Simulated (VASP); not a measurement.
# MgO (Fm-3m) in VASP: further runs, part 2 of 2

VASP 6.6.1.

## (4) Optical spectrum, HSE06+D3(BJ)

File POSCAR:

```
MgO
2.9656
    0.000000000000      0.707108643344      0.707108643344
    0.707108643344      0.000000000000      0.707108643344
    0.707108643344      0.707108643344      0.000000000000
Mg O
1 1
Direct
    0.0000000000      0.0000000000      0.0000000000
    0.5000000000      0.5000000000      0.5000000000
```

File INCAR.step1:

```
SYSTEM = MgO
  PREC = Accurate
  ENCUT = 200
  EDIFF = 1E-5
  ISMEAR = -1
  SIGMA = 0.05
  LREAL = .False.
  LASPH = .True.
  NELM = 100
  ALGO = Normal
  ISIF = 2
  LWAVE = .True.
  LCHARG = .False.
  NBANDS = 36
  GGA = PE
```

File INCAR.step2:

```
SYSTEM = MgO
  PREC = Accurate
  ENCUT = 200
  EDIFF = 1E-7
  ISMEAR = -1
  SIGMA = 0.05
  LREAL = .False.
  LASPH = .True.
  NELM = 100
  ALGO = Normal
  ISIF = 2
  LWAVE = .False.
  LCHARG = .False.
  GGA = PE
  LHFCALC = .True.
  HFSCREEN = 0.2
  PRECFOCK = Fast
  IVDW = 12
  VDW_S6 = 1.0
  VDW_S8 = 2.31
  VDW_A1 = 0.383
  VDW_A2 = 5.685
  LOPTICS = .True.
  NBANDS = 36
  NEDOS = 2000
  CSHIFT = 0.1
  ISTART = 1
```

File KPOINTS:

```
Automatic mesh
0
Gamma
  6 6 6
  0 0 0
```

Potentials or basis: VASP PAW PBE potentials, release 54 (Mg, O).

Launch:

```console
> cat potpaw_PBE.54/Mg/POTCAR potpaw_PBE.54/O/POTCAR > POTCAR
> cp INCAR.step1 INCAR
> mpirun -np 1 vasp_std > vasp.out
> cp INCAR.step2 INCAR
> mpirun -np 1 vasp_std > vasp.out
```

OUTCAR:

```text
SYSTEM = MgO
   PREC = Accurate
   ENCUT = 200
   EDIFF = 1E-7
   ISMEAR = -1
   LREAL = .False.
   LASPH = .True.
   NELM = 100
   ISIF = 2
   GGA = PE
   LHFCALC = .True.
   HFSCREEN = 0.2
   PRECFOCK = Fast
   IVDW = 12
   ISTART = 1
 IVDW          = 12

 ion  position               nearest neighbor table
   1  0.000  0.000  0.000-   2 2.10   2 2.10   2 2.10   2 2.10   2 2.10   2 2.10
   2  0.500  0.500  0.500-   1 2.10   1 2.10   1 2.10   1 2.10   1 2.10   1 2.10

  LATTYP: Found a face centered cubic cell.
 ALAT       =     4.1940027854

  Lattice vectors:

 A1 = (   0.0000000000,   2.0970013927,   2.0970013927)
 A2 = (   2.0970013927,   0.0000000000,   2.0970013927)
 A3 = (   2.0970013927,   2.0970013927,   0.0000000000)

Analysis of symmetry for initial positions (statically):
=====================================================================
 Subroutine PRICEL returns:
 Original cell was already a primitive cell.

 Routine SETGRP: Setting up the symmetry group for a
 face centered cubic supercell.

 Subroutine GETGRP returns: Found 48 space group operations
 (whereof 48 operations were pure point group operations)
 out of a pool of 48 trial point group operations.

The static configuration has the point symmetry O_h .

Analysis of symmetry for dynamics (positions and initial velocities):
=====================================================================
 Subroutine PRICEL returns:
 Original cell was already a primitive cell.

 Routine SETGRP: Setting up the symmetry group for a
 face centered cubic supercell.

 Subroutine GETGRP returns: Found 48 space group operations
 (whereof 48 operations were pure point group operations)
 out of a pool of 48 trial point group operations.

The dynamic configuration has the point symmetry O_h .

 Subroutine INISYM returns: Found 48 space group operations
 (whereof 48 operations are pure point group operations),
 and found     1 'primitive' translations

----------------------------------------------------------------------------------------

                                     Primitive cell

  volume of cell :      18.4428

  direct lattice vectors                    reciprocal lattice vectors
     0.000000000  2.097001393  2.097001393    -0.238435702  0.238435702  0.238435702
     2.097001393  0.000000000  2.097001393     0.238435702 -0.238435702  0.238435702
[... 133 lines left out ...]
 E-fermi :   3.1946     XC(G=0):  -9.1234

 val. band max:        2.1966085836   @ k =   0.0000   0.0000   0.0000
 cond. band min:       8.2124691270   @ k =   0.0000   0.0000   0.0000
 fundamental gap:      6.0158605434
 Fermi energy:         3.1946164431

 k-point     1 :       0.0000    0.0000    0.0000
  band No.  band energies     occupation
      1     -17.9165      2.00000
      2       2.1964      2.00000
      3       2.1964      2.00000
      4       2.1966      2.00000
      5       8.2125      0.00000
      6      20.0535      0.00000
[... 280 lines left out ...]
      2      -1.7515      2.00000
      3      -0.4269      2.00000
      4       0.2074      2.00000
      5      14.8322      0.00000
      6      15.8374      0.00000
[... 8 lines left out ...]
     15      41.6615      0.00000
     16      43.7080      0.00000
 [bands above 16 left out]

------------------------ aborting loop because EDIFF is reached ----------------------------------------

 Edisp (eV)   -0.68064

 E8    (eV) :    -0.4163

  FORCE on cell =-STRESS in cart. coord.  units (eV):
  Direction    XX          YY          ZZ          XY          YZ          ZX
  --------------------------------------------------------------------------------------
  -------------------------------------------------------------------------------------
  Total     -19.28612   -19.28612   -19.28612     0.00000     0.00000     0.00000
  in kB   -1675.44132 -1675.44132 -1675.44132     0.00000     0.00000     0.00000
  external pressure =    -1675.44 kB  Pullay stress =        0.00 kB

 VOLUME and BASIS-vectors are now :
 -----------------------------------------------------------------------------
  energy-cutoff  :      200.00
  volume of cell :       18.44
      direct lattice vectors                 reciprocal lattice vectors
     0.000000000  2.097001393  2.097001393    -0.238435702  0.238435702  0.238435702
     2.097001393  0.000000000  2.097001393     0.238435702 -0.238435702  0.238435702
     2.097001393  2.097001393  0.000000000     0.238435702  0.238435702 -0.238435702

 POSITION                                       TOTAL-FORCE (eV/Angst)
 -----------------------------------------------------------------------------------
      0.00000      0.00000      0.00000        -0.000000      0.000000     -0.000000
      2.09700      2.09700      2.09700         0.000000     -0.000000      0.000000
 -----------------------------------------------------------------------------------
    total drift:                                0.000000      0.000000      0.000000

  FREE ENERGIE OF THE ION-ELECTRON SYSTEM (eV)
  ---------------------------------------------------
  free  energy   TOTEN  =       -15.7796740382 eV

  energy  without entropy=      -15.7796740381  energy(sigma->0) =      -15.77967404

 electrical conductivity sigma (Mega S m-1) (frequency dependency in vasprun.xml)
  --------------------------------------------------------------------------------------
       0.000       0.000       0.000
      -0.000       0.000      -0.000
       0.000      -0.000       0.000

  frequency dependent IMAGINARY DIELECTRIC FUNCTION (independent particle, no local field effects) density-density
     E(ev)      X         Y         Z        XY        YZ        ZX
  --------------------------------------------------------------------------------------------------------------
     0.00000     0.00000     0.00000     0.00000     0.00000     0.00000     0.00000
     1.22784     0.00270     0.00270     0.00270    -0.00000     0.00000     0.00000
     2.45568     0.00600     0.00600     0.00600    -0.00000     0.00000     0.00000
     3.68352     0.01125     0.01125     0.01125     0.00000     0.00000     0.00000
     4.91135     0.02660     0.02660     0.02660     0.00000     0.00000     0.00000
     6.13919     0.68043     0.68043     0.68043     0.00000     0.00000     0.00000
[... 92 lines left out ...]
   120.32818     0.00008     0.00008     0.00008    -0.00000    -0.00000     0.00000
   121.55602     0.00007     0.00007     0.00007    -0.00000    -0.00000     0.00000

  frequency dependent      REAL DIELECTRIC FUNCTION (independent particle, no local field effects) density-density
     E(ev)        X           Y           Z          XY          YZ          ZX
  --------------------------------------------------------------------------------------------------------------
     0.00000     2.69553     2.69553     2.69553    -0.00000    -0.00000     0.00000
     1.22784     2.71182     2.71182     2.71182     0.00000    -0.00000     0.00000
     2.45568     2.76415     2.76415     2.76415     0.00000    -0.00000     0.00000
     3.68352     2.86659     2.86659     2.86659     0.00000    -0.00000     0.00000
     4.91135     3.07403     3.07403     3.07403     0.00000     0.00000     0.00000
     6.13919     2.69282     2.69282     2.69282     0.00000     0.00000     0.00000
[... 92 lines left out ...]
   120.32818     0.95875     0.95875     0.95875     0.00000     0.00000    -0.00000
   121.55602     0.95968     0.95968     0.95968     0.00000     0.00000    -0.00000

  frequency dependent IMAGINARY DIELECTRIC FUNCTION (independent particle, no local field effects) current-current
     E(ev)      X         Y         Z        XY        YZ        ZX
  --------------------------------------------------------------------------------------------------------------
     0.00000     5.52504     5.52504     5.52504     0.00000    -0.00000    -0.00000
     1.22784     0.28160     0.28160     0.28160     0.00000    -0.00000    -0.00000
     2.45568     0.14972     0.14972     0.14972     0.00000    -0.00000    -0.00000
     3.68352     0.11264     0.11264     0.11264     0.00000    -0.00000    -0.00000
     4.91135     0.11117     0.11117     0.11117     0.00000    -0.00000    -0.00000
     6.13919     0.72588     0.72588     0.72588     0.00000    -0.00000    -0.00000
[... 92 lines left out ...]
   120.32818     0.00001     0.00001     0.00001     0.00000     0.00000    -0.00000
   121.55602     0.00001     0.00001     0.00001     0.00000     0.00000    -0.00000

  frequency dependent      REAL DIELECTRIC FUNCTION (independent particle, no local field effects) current-current
     E(ev)        X           Y           Z          XY          YZ          ZX
  --------------------------------------------------------------------------------------------------------------
     0.00000     2.69550     2.69550     2.69550     0.00000    -0.00000    -0.00000
     1.22784     2.71175     2.71175     2.71175     0.00000    -0.00000    -0.00000
     2.45568     2.76407     2.76407     2.76407     0.00000    -0.00000    -0.00000
     3.68352     2.86649     2.86649     2.86649     0.00000    -0.00000    -0.00000
     4.91135     3.07385     3.07385     3.07385     0.00000    -0.00000    -0.00000
     6.13919     2.66697     2.66697     2.66697     0.00000    -0.00000    -0.00000
[... 92 lines left out ...]
   120.32818     0.95875     0.95875     0.95875    -0.00000     0.00000     0.00000
   121.55602     0.95968     0.95968     0.95968    -0.00000     0.00000     0.00000
```

It took 3.2 min on 1 thread of Intel Xeon Platinum 8559C (Emerald Rapids), shared host; peak memory 0.22 GiB.

The run converged, but a check on its numbers failed (symmetry, net force, bounds or a known fault of this set-up), so they aren't taken as properties of the crystal.

Caveat: the k mesh is coarse (spacing up to 0.43 Å⁻¹), so the values aren't converged, least of all with exact exchange; the cutoff lies under the usual one of these potentials, so the numbers hold a large basis-set error; a pressure of tens of GPa on the cell as given is suspect, and the run, the potentials or the cell itself is likely at fault; spectra need much finer meshes, so this one isn't converged; independent-particle spectra lack excitons; the PAW data sets were made with another functional, which shifts forces and pressure a little.

## (5) Against experiment

Step 2. Measured gap of MgO: 7.83 eV (quoted in “Electronic structure of alkaline earth and post-transition metal oxides”, 2009, arxiv:0908.1581). This calculation gives 4.93 eV (-2.90 eV). The value is that of revPBE+D3(BJ), without temperature or zero-point motion. Semilocal functionals fall short of measured gaps as a rule. The cell is a database's relaxed one, not the measured one, which moves gaps too.

Step 3. A measured gap of MgO is 7.83 eV (quoted in “Electronic structure of alkaline earth and post-transition metal oxides”, 2009, arxiv:0908.1581); the calculated 5.15 eV misses it by -2.68 eV. The value is that of BLYP, without temperature or zero-point motion. Semilocal functionals fall short of measured gaps as a rule. The cell is a database's relaxed one, not the measured one, which moves gaps too.
